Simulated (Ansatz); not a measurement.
Computed with DFT PBE, scalar-relativistic, plane waves, PAW (Ansatz). Settings: cutoff 420 eV, Γ-centred meshes spaced at most about 0.3 Å⁻¹, and about 0.25 Å⁻¹ or finer for metals (2π included), Gaussian smearing. No spin polarisation.

Each guess is relaxed in cell and atoms at zero pressure, on a coarse mesh first where it starts far from rest and then on a converged one. The steps can't lower the symmetry of the start, but it can rise. Energies are static (0 K, no zero-point motion).

Two unrelaxed guesses for GaAs₄:

A.

```cif
data_structure
_symmetry_space_group_name_H-M 'Pm-3m'
_symmetry_Int_Tables_number 221
_cell_length_a 5.0940
_cell_length_b 5.0940
_cell_length_c 5.0940
_cell_angle_alpha 90.000
_cell_angle_beta 90.000
_cell_angle_gamma 90.000
_cell_volume 132.19
loop_
_atom_site_label
_atom_site_type_symbol
_atom_site_symmetry_multiplicity
_atom_site_Wyckoff_symbol
_atom_site_fract_x
_atom_site_fract_y
_atom_site_fract_z
_atom_site_occupancy
Ga1 Ga 1 b 0.50000 0.50000 0.50000 1
As1 As 3 d 0.50000 0.00000 0.00000 1
As2 As 1 a 0.00000 0.00000 0.00000 1
```

B.

```cif
data_structure
_symmetry_space_group_name_H-M 'Im-3m'
_symmetry_Int_Tables_number 229
_cell_length_a 6.0218
_cell_length_b 6.0218
_cell_length_c 6.0218
_cell_angle_alpha 90.000
_cell_angle_beta 90.000
_cell_angle_gamma 90.000
_cell_volume 218.36
loop_
_atom_site_label
_atom_site_type_symbol
_atom_site_symmetry_multiplicity
_atom_site_Wyckoff_symbol
_atom_site_fract_x
_atom_site_fract_y
_atom_site_fract_z
_atom_site_occupancy
Ga1 Ga 2 a 0.00000 0.00000 0.00000 1
As1 As 8 c 0.25000 0.25000 0.75000 1
```

Question: Which guess leads to the lower structure, and by how much?

Answer: B ends lower, by 0.33 eV/atom. A: Pm-3m at 26.4 Å³/atom → Pm-3m at 25.2 Å³/atom; B: Im-3m at 21.8 Å³/atom → Im-3m at 22.3 Å³/atom. Counting As atoms around Ga (those within 1.25 times the shortest such distance or 1.15 times the sum of covalent radii, 1.27 where that leaves under three; a plus sign parts nearer from farther groups; the shortest distance is added where it exceeds 1.18 times the sum of covalent radii), the end of A has Ga 12+8 from 3.5 Å and the end of B has Ga 8. The end of A holds As–As bonds in all directions (shortest 2.51 Å); in the end of B the shortest As–As distance is 3.03 Å. End of A. Conventional cell: a = 5.010 Å. Ga is surrounded by 12 As at 3.54 Å (long against covalent radii, as for large ions); As on a site of symmetry 4/mmm is surrounded by 2 As at 2.51 Å, 4 Ga at 3.54 Å and 8 As at 3.54 Å; As on a site of symmetry m-3m has 6 As at 2.51 Å. End of B. Conventional cell: a = 6.065 Å. Around Ga lie 8 As at 2.63 Å; As has 2 Ga at 2.63 Å and 6 As at 3.03 Å.

Ends held by symmetry can be saddle points. Neither end is the lowest form computed: that has space group P4/mmm (No. 123) and lies 176 meV/atom below the better end. Even the lowest of the cells shown lies +0.40 eV/atom against the elements. In Im-3m, Pm-3m an odd number of electrons in the primitive cell allows no gap without spin; a larger cell or a magnetic state could open one. Some candidate types were left out of the draw beforehand, so a known form may be missing.
